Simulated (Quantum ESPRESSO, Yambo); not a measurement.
# A GW chain in Yambo: LiH (Fm-3m), part 2 of 2

Wanted: ground state, empty states, screening and self-energy for LiH (Fm-3m).

Quantum ESPRESSO 7.5 and Yambo 5.3.0; PBE and many-body steps on it, plane waves. Known limits of the many-body steps: not at the basis limit.

So far. Step 3 (Bands along the symmetry lines): The gap is 3.022 eV, as in the run before at this level. Step 4 (Empty states on the mesh, 6×6×6 mesh, 26 bands): On this mesh the gap is 3.022 eV.

The database entry behind the starting cell differs from later determinations by our own check (the deuteride, about 0.2 % short), so it need not match the best structure at ambient conditions.

### 5. Conversion and set-up

This step: Yambo 5.3.0; conversion and set-up on PBE, plane waves, norm-conserving pseudopotentials.

The states are converted to the many-body program's format and the q mesh is built.

The run is started by

```bash
> (cd o/x.save; p2y > p2y.log; mv SAVE ../..); yambo > setup.log
```

The program printed:

```text
 Yambo, version 5.3.0

 [02] CORE Variables Setup
 =========================

  [02.01] Unit cells
  ==================

  Cell kind             :  FCC
  Atoms in the cell     :  Li  H
  number of Li atoms    :  1
  number of H  atoms    :  1

  List of atomic masses
  Mass of Li    :  6.940000
  Mass of H     :  1.008000

  List of atomic coordinates    : [cc]
  Li1       :  0.000000  0.000000  0.000000  order 1
  H1       :  3.848900  3.848900  3.848900  order 2

  Alat factors          :  3.848900  3.848900  3.848900 [a.u.]
  Direct lattice volume :  114.0354 [a.u.]
  Direct lattice vectors:  A[ 1 ]  A[ 2 ]  A[ 3 ]
   A[ 1 ]:  0.000000  1.000000  1.000000  [iru]
   0.000000  3.848900  3.848900  [cc]
   A[ 2 ]:  1.000000 -0.000000  1.000000  [iru]
   3.848900 -0.000000  3.848900  [cc]
   A[ 3 ]:  1.000000  1.000000 -0.000000  [iru]
   3.848900  3.848900 -0.000000  [cc]

  Recip. lattice volume :  2.175203 [a.u.]
  Recip. lattice vectors:  B[ 1 ]  B[ 2 ]  B[ 3 ]
   B[ 1 ]: -0.500000  0.500000  0.500000  [iku]
  -0.816231  0.816231  0.816231  [cc]
   B[ 2 ]:  0.500000 -0.500000  0.500000  [iku]
   0.816231 -0.816231  0.816231  [cc]
   B[ 3 ]:  0.500000  0.500000 -0.500000  [iku]
   0.816231  0.816231 -0.816231  [cc]

  [02.02] Symmetries
  ==================

  Inversion symmetry    : yes
  Spatial inversion     : yes
  Inversion index       :  25
  K-space Time-reversal : no
  Magnetic symmetries   : no
  Group table correct   : yes
  Symmetries units      :  [cc]

   [S  1]:   1.0000     -0.12432E-16 -0.12432E-16 -0.12432E-16   1.0000      0.12432E-16  0.12432E-16  0.12432E-16   1.0000
   [S  2]:  -1.0000      0.12432E-16 -0.12432E-16  0.12432E-16  -1.0000      0.12432E-16 -0.12432E-16 -0.12432E-16   1.0000
   [S  3]:  -1.0000     -0.12432E-16  0.12432E-16  0.12432E-16   1.0000     -0.12432E-16 -0.12432E-16  0.12432E-16  -1.0000
[...]
[... 36 further rows ...]
   [S 47]: -0.12432E-16   1.0000      0.12432E-16  0.12432E-16 -0.12432E-16  -1.0000       1.0000      0.12432E-16 -0.12432E-16
   [S 48]: -0.12432E-16  -1.0000     -0.12432E-16  0.12432E-16  0.12432E-16   1.0000       1.0000     -0.12432E-16  0.12432E-16

  [02.03] Reciprocal space
  ========================

  nG shells         :  135
  nG charge         :   8363
  nG WFs            :  1435
  nC WFs            :  1056
  G-vecs. in first 13 shells:  [ Number ]
     1    9   15   27   51   59   65   89  113
   137  169  181  229
  ...
  Shell energy in first 13 shells:  [ mHa ]
    0.00000      999.350      1332.47      2664.93      3664.29      3997.40      5329.87      6329.22      6662.34
    7994.80      8994.15      10659.7      11659.1
  ...

  [02.04] K-grid lattice
  ======================

  Compatible Grid is   : 3D
  Base K vectors       :  K_min[ 1 ]  K_min[ 2 ]  K_min[ 3 ]
  K_min[ 1 ] : -0.47658E-17  0.16667      0.56076E-17 [rlu]
[...]
WF components:  1042
  K [16]         [rlu]:  0.166667 -0.500000 -0.333333
         WF components:  1040

  [02.05] Energies & Occupations
  ==============================

  [X] === General ===
  [X] Electronic Temperature                        :  0.000000  0.000000 [eV K]
  [X] Bosonic    Temperature                        :  0.000000  0.000000 [eV K]
  [X] Finite Temperature mode                       : no
  [X] El. density                                   :  0.23671E+24 [cm-3]
  [X] Fermi Level                                   :  0.392909 [eV]

  [X] === Gaps and Widths ===
  [X] Conduction Band Min                           :  3.022038 [eV]
  [X] Valence Band Max                              :  0.000000 [eV]
  [X] Filled Bands                                  :  2
  [X] Empty Bands                                   :   3  26
  [X] Direct Gap                                    :  3.022038 [eV]
  [X] Direct Gap localized at k                     :  13
  [X] Indirect Gap                                  :  3.022038 [eV]
  [X] Indirect Gap between kpts                     :  13  13
  [X] Last valence band width                       :  5.253734 [eV]
  [X] 1st conduction band width                     :  12.45368 [eV]

  E @ K [ 1]:  [eV]
  -44.30089  -5.25373  15.47571  17.40459  17.40459  17.40459  22.06005  22.06005
  occ @ K [ 1]
   2.000000  2.000000  0.000000  0.000000  0.000000  0.000000  0.000000  0.000000
  E @ K [ 2]:  [eV]
  -44.29098  -4.77530  12.12615  15.53239  16.62344  16.62344  21.90720  23.23162
  occ @ K [ 2]
[...]
E @ K [ 3]:  [eV]
[...]
occ @ K [ 3]
[...]
E @ K [ 8]:  [eV]
[...]
occ @ K [ 8]
[...]
E @ K [ 9]:  [eV]
[...]
occ @ K [ 9]
[...]
E @ K [10]:  [eV]
[...]
occ @ K [10]
[...]
E @ K [11]:  [eV]
[...]
occ @ K [11]
[...]
E @ K [12]:  [eV]
[...]
occ @ K [12]
[...]
E @ K [13]:  [eV]
[...]
occ @ K [13]
[...]
E @ K [14]:  [eV]
[...]
occ @ K [14]
[...]
E @ K [15]:  [eV]
[...]
occ @ K [15]
[...]
E @ K [16]:  [eV]
  -44.25052  -0.15513   4.00896   6.93023  11.19737  16.96227  19.34013  28.12601
  occ @ K [16]
   2.000000  2.000000  0.000000  0.000000  0.000000  0.000000  0.000000  0.000000

 [03] Transferred momenta grid and indexing
 ==========================================

 IBZ Q-points                                      :  16
 BZ  Q-points                                      :  216

 K/Q-points units:
 rlu = crystal or reduced units; cc = cartesian coordinates; iku = interal k-units

 Q [ 1]         [rlu]:  0.000000  0.000000  0.000000
 Q [ 2]         [rlu]:  0.47658E-17  0.47658E-17  0.16667
 Q [ 3]         [rlu]:  0.95316E-17  0.95316E-17  0.33333
[...]
Q [ 8]         [rlu]: -0.97931E-17  0.16667     -0.33333
 Q [ 9]         [rlu]: -0.95316E-17  0.16667     -0.16667
 Q [10]         [rlu]:  0.33671E-17  0.33333      0.33333
     [... 4 further rows ...]
 Q [15]         [rlu]:  0.166667  0.333333 -0.333333
 Q [16]         [rlu]:  0.166667 -0.500000 -0.333333

  [03.01] X indexes
  =================

   [03.01.01] Sigma indexes
   ========================

 [06] Game Over & Game summary
```

Run time: 1.5 s. Hardware: 1 MPI rank of Arm Neoverse V2, shared host; peak memory 0.23 GiB.

### 6. Screening and self-energy, 6×6×6 mesh, 26 bands, screening to 129.3 eV

Now the one-shot GW correction: screening in the RPA, then the self-energy of the levels asked for.

This step: G0W0 on PBE, plane waves, norm-conserving pseudopotentials.

gw1.in

```
HF_and_locXC
gw0
dyson
ppa
em1d
rim_cut
RandQpts= 1000000
RandGvec= 1 RL
EXXRLvcs= 66 Ry
VXCRLvcs= 264 Ry
Chimod= "HARTREE"
% BndsRnXp
 1 | 26 |
%
NGsBlkXp= 9.5 Ry
% LongDrXp
 1 | 1 | 1 |
%
% GbndRnge
 1 | 26 |
%
DysSolver= "n"
ExtendOut
PPAPntXp= 27.21138 eV
% QPkrange
 13 | 13 | 1 | 4 |
 1 | 1 | 1 | 4 |
%
```

The run is started by

```bash
> OMP_NUM_THREADS=1 mpirun -n 4 yambo -F gw1.in -J gw1 -C gw1 > gw1.log
```

The program printed:

```text
 Yambo, version 5.3.0

 [02] CORE Variables Setup
 =========================

  [... cell, symmetries and grids as in the set-up ...]

  [02.05] Energies & Occupations
  ==============================

  [X] === General ===
  [X] Electronic Temperature                        :  0.000000  0.000000 [eV K]
  [X] Bosonic    Temperature                        :  0.000000  0.000000 [eV K]
  [X] Finite Temperature mode                       : no
  [X] El. density                                   :  0.23671E+24 [cm-3]
  [X] Fermi Level                                   :  0.392909 [eV]

  [X] === Gaps and Widths ===
  [X] Conduction Band Min                           :  3.022038 [eV]
  [X] Valence Band Max                              :  0.000000 [eV]
  [X] Filled Bands                                  :  2
  [X] Empty Bands                                   :   3  26
  [X] Direct Gap                                    :  3.022038 [eV]
  [X] Direct Gap localized at k                     :  13
  [X] Indirect Gap                                  :  3.022038 [eV]
  [X] Indirect Gap between kpts                     :  13  13
  [X] Last valence band width                       :  5.253734 [eV]
  [X] 1st conduction band width                     :  12.45368 [eV]

 [03] Transferred momenta grid and indexing
 ==========================================

 IBZ Q-points                                      :  16
 BZ  Q-points                                      :  216

 K/Q-points units:
 rlu = crystal or reduced units; cc = cartesian coordinates; iku = interal k-units

 Q [ 1]         [rlu]:  0.000000  0.000000  0.000000
 Q [ 2]         [rlu]:  0.47658E-17  0.47658E-17  0.16667
 Q [ 3]         [rlu]:  0.95316E-17  0.95316E-17  0.33333
 Q [ 4]         [rlu]: -0.97931E-17 -0.97931E-17 -0.50000
 Q [ 5]         [rlu]:  0.16836E-17  0.16667      0.16667
 Q [ 6]         [rlu]:  0.18644E-16  0.16667      0.33333
 Q [ 7]         [rlu]: -0.52228E-16  0.16667      0.50000
 Q [ 8]         [rlu]: -0.97931E-17  0.16667     -0.33333
 Q [ 9]         [rlu]: -0.95316E-17  0.16667     -0.16667
 Q [10]         [rlu]:  0.33671E-17  0.33333      0.33333
     [... 4 further rows ...]
 Q [15]         [rlu]:  0.166667  0.333333 -0.333333
 Q [16]         [rlu]:  0.166667 -0.500000 -0.333333

 [04] Coloumb potential Random Integration (RIM)
 ===============================================

  [04.01] RIM initialization
  ==========================

  * Diagonal components only detected *

  8 x (sBL volume)        :  0.080563 [a.u.]
  sBZ random points       :  1000000
  Points outside the sBZ  :   7968281
  RL volume               :  2.175203 [a.u.]
  Integrated volume       :  2.183862 [a.u.]

  [04.02] RIM integrals
  =====================

  Gamma point sphere radius             :  0.078342 [a.u.]
  Points outside the sphere             :   800476
  [Int_sBZ(q=0) 1/q^2]*(Vol_sBZ)^(-1/3) =:  7.776341
                                 should be <:  7.795600

  Summary of Coulomb integrals for non-metallic bands |Q|[au] RIM/Bare

  Q [1] 0.100000E-4 0.997530 * Q [2] 0.235626 1.068930
  Q [5] 0.272077 1.068679 * Q [9] 0.384775 1.029814
  Q [6] 0.451189 1.023420 * Q [3] 0.471251 1.020719
  Q [10] 0.544154 1.017590 * Q [8] 0.592978 1.014476
  Q [14] 0.608383 1.014367 * Q [7] 0.666450 1.012582
  Q [4] 0.706877 1.011206 * Q [11] 0.706877 1.011829
  Q [12] 0.769550 1.010226 * Q [15] 0.804815 1.009617
  Q [13] 0.816231 1.009452 * Q [16] 0.860383 1.008801

 [05] Dipoles
 ============

  [05.01] Setup: observables and procedures
  =========================================

 [06] Dynamic Dielectric Matrix (PPA)
 ====================================

 [WR./gw1//ndb.pp]---------------------------------------------------------------
  Brillouin Zone Q/K grids (IBZ/BZ)                :   16  216   16  216
  RL vectors                                       :  1459 [WF]
  Coulomb cutoff potential                         : none
  Electronic Temperature                           :  0.000000 [K]
  Bosonic    Temperature                           :  0.000000 [K]
  PPA    diel. fun.  energies                      : Perdew, Burke & Ernzerhof(X)+Perdew, Burke & Ernzerhof(C)
  wavefunctions                                    : Perdew, Burke & Ernzerhof(X)+Perdew, Burke & Ernzerhof(C)
  Global Gauge                                     : length
  X matrix size                                    :   65
  X band range                                     :   1  26
  X e/h energy range                               : -1.000000 -1.000000 [eV]
  X Time ordering                                  : R
  X Hxc Kernel                                     : HARTREE
  X Drude frequency                                :  0.000000  0.000000
  X poles                                          :  100.0000 [o/o]
  RL vectors in the sum                            :  1459
  [r,Vnl] included                                 : yes
  Field direction                                  :  0.577350E-5  0.577350E-5  0.577350E-5
  BZ energy Double Grid                            : no
  BZ energy DbGd points                            : 0
  BZ Q point size factor                           : -1.000000
  X Optical Averaged directions                    : none

 [07] Local Exchange-Correlation + Non-Local Fock
 ================================================

 [VXC] Plane waves :   8363
 [EXS] Plane waves :  1067

 QP @ state[ 1 ] K range:  1  1
 QP @ state[ 1 ] b range:   1   4
 QP @ state[ 2 ] K range:  13  13
 QP @ state[ 2 ] b range:   1   4

 [xc] Functional : Perdew, Burke & Ernzerhof(X)+Perdew, Burke & Ernzerhof(C)
 [xc] LIBXC used to calculate xc functional

 [xc] E_xc :  -2.052952 [Ha]
      E_xc :  -4.105904 [Ry]

  Local XC kind (lXC) : Perdew, Burke & Ernzerhof(X)+Perdew, Burke & Ernzerhof(C)
  Non-Local XC kind (nlXC) : Hartree-Fock

  Corrections @ K [1] :  [eV]
 <1|nlXC|1> = -39.70907 -0.21089E-19 <1|lXC|1> = -25.62555 -0.37757E-15
 <2|nlXC|2> = -15.60401 -0.62715E-17 <2|lXC|2> = -9.916469  0.58991E-17
 <3|nlXC|3> = -4.660278 -0.57096E-18 <3|lXC|3> = -11.71873  0.51953E-19
 <4|nlXC|4> = -2.442350  0.29648E-18 <4|lXC|4> = -8.963347  0.18882E-15

  Corrections @ K [13] :  [eV]
 <1|nlXC|1> = -39.77001  0.11586E-16 <1|lXC|1> = -25.70802 -0.11891E-15
 <2|nlXC|2> = -14.51371  0.31248E-17 <2|lXC|2> = -11.30735  0.28322E-15
 <3|nlXC|3> = -3.713934 -0.80199E-18 <3|lXC|3> = -7.646438  0.70806E-16
 <4|nlXC|4> = -2.680940 -0.53485E-18 <4|lXC|4> = -8.234640  0.26888E-20

 [08] Dyson equation: Newton solver
 ==================================

  [08.01] G0W0 (W PPA)
  ====================

  [  GW  ] Bands range     :   1  26
  [GW/PPA] G damping       :  0.100000 [eV]

  QP @ state[ 1 ] K range:  1  1
  QP @ state[ 1 ] b range:   1   4
  QP @ state[ 2 ] K range:  13  13
  QP @ state[ 2 ] b range:   1   4

   Sc/G bands                                       :   1  26
   Sc/G damping                                     :  0.100000 ev
   Sc bands terminator                              : no
   Sx RL components                                 :  1067

   QP @ state[ 1 ] K range                          :  1  1
   QP @ state[ 1 ] b range                          :   1   4
   QP @ state[ 2 ] K range                          :  13  13
   QP @ state[ 2 ] b range                          :   1   4
   GF energies kind                                 : Perdew, Burke & Ernzerhof(X)+Perdew, Burke & Ernzerhof(C)
   GF WF`s kind                                     : Perdew, Burke & Ernzerhof(X)+Perdew, Burke & Ernzerhof(C)
   Xs energies kind                                 : Perdew, Burke & Ernzerhof(X)+Perdew, Burke & Ernzerhof(C)
   Xs WF`s kind                                     : Perdew, Burke & Ernzerhof(X)+Perdew, Burke & Ernzerhof(C)

 [11] Game Over & Game summary
```

It took 6.1 s on 4 MPI ranks; peak memory 1.1 GiB.

This step gave:

```yaml
g0w0_gap_on_the_points_computed: 4.841 eV
starting_gap_on_the_mesh: 3.022 eV
k_of_the_valence_top: 0, -0.5, -0.5
k_of_the_conduction_bottom: 0, -0.5, -0.5
least_direct_g0w0_gap_on_the_computed_points: 4.841 eV
z_at_the_valence_top: 0.7815
z_at_the_conduction_bottom: 0.8188
```

The gap on the mesh goes from 3.02 eV to 4.84 eV, a correction of +1.82 eV.

Limits: finite bands, cutoff and mesh. v1 is the top filled band, c1 the lowest empty one. The levels before and after the correction (eV, zero at the valence-band top of each column):

```csv
,conduction bottom,valence top
Kohn-Sham,3.02,0.00
G0W0,4.84,0.00
```

```csv
,level,energy (eV)
Kohn-Sham,(0 -0.5 -0.5) v2,-44.251
Kohn-Sham,(0 -0.5 -0.5) v1,0.000
Kohn-Sham,(0 -0.5 -0.5) c1,3.022
Kohn-Sham,(0 -0.5 -0.5) c2,10.588
G0W0,(0 -0.5 -0.5) v2,-49.882
G0W0,(0 -0.5 -0.5) v1,0.000
G0W0,(0 -0.5 -0.5) c1,4.841
G0W0,(0 -0.5 -0.5) c2,12.771
```

### 7. Where the time went

Times are wall times on the hardware named with each run, good to a factor of about two.

```csv
step,time,share,memory (GiB)
ground state,1.2 s,11 %,0.05
bands along the symmetry lines,1.1 s,10 %,0.05
empty states on the mesh,1.1 s,10 %,0.05
conversion and set-up,1.5 s,14 %,0.23
screening and self-energy,6.1 s,55 %,1.1
```

### 8. Outcome

* PBE gap: 3.02 eV, direct
* G0W0 gap on the mesh: 4.84 eV
* GW settings: 6×6×6 mesh, 26 bands, screening to 129.3 eV, Godby-Needs plasmon pole
* known limits: not at the basis limit

What this shows: G0W0 moves the gap on the mesh from 3.02 eV to 4.84 eV (+1.82 eV), with Z of 0.78 and 0.82 at the edges. Only 2 of the mesh's irreducible points were corrected, so a valley elsewhere could overtake. The dearest step here is «screening and self-energy». Bands and cutoff are finite, so the gap is not at the basis limit. The miss can reach some tenths of an eV and take either sign; the mesh is an error of its own. In the G0W0 run levels were corrected at 2 k points alone, so a gap called «on the mesh» is the least over those, and an edge elsewhere would be missed.

[Paths, hosts, dates, memory and timing lines, banners, echoed tables and standing remarks are left out of the program output.]

[Logs are printed without paths, hosts, clocks, repeated set-up lines and the standing remarks that a program may print on its own settings, such as how far it seeks lower states.]

[Runs of the session that timed out or met a known fault of the program may be left out.]

[Hosts, paths, dates, database ids (printed as entryN), source tags and the programs' standing remarks are cut or masked in the printed files.]
